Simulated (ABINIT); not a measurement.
KBr:

```
CELL_PARAMETERS angstrom
0.00000 3.30000 3.30000
3.30000 0.00000 3.30000
3.30000 3.30000 0.00000
ATOMIC_POSITIONS crystal
Br 0.50000 0.50000 0.50000
K 0.00000 0.00000 0.00000
```

Base run:

- Program: ABINIT 10.8.3 (patched build)
- Functional: WC
- Potentials or basis: JTH PAW PBE v2.0
- Cutoff: 435 eV
- k mesh: 7 × 7 × 7
- Occupations: fermi-dirac, width 0.05 eV
- Spin: spin-orbit coupling, no magnetisation

Its results: band gap on the k mesh 4.19 eV, direct; pressure -0.2 GPa.

Question: After a change of settings the same cell gave: band gap on the k mesh 4.33 eV, direct; pressure 0.4 GPa. Which change was it?
A. functional from WC to rPW86PBE
B. functional from WC to AM05
C. functional from WC to revPBE

Answer: B.

Caveats: the PAW data sets were made with another functional, which shifts forces and pressure a little.

Not every run made on this cell is shown here.
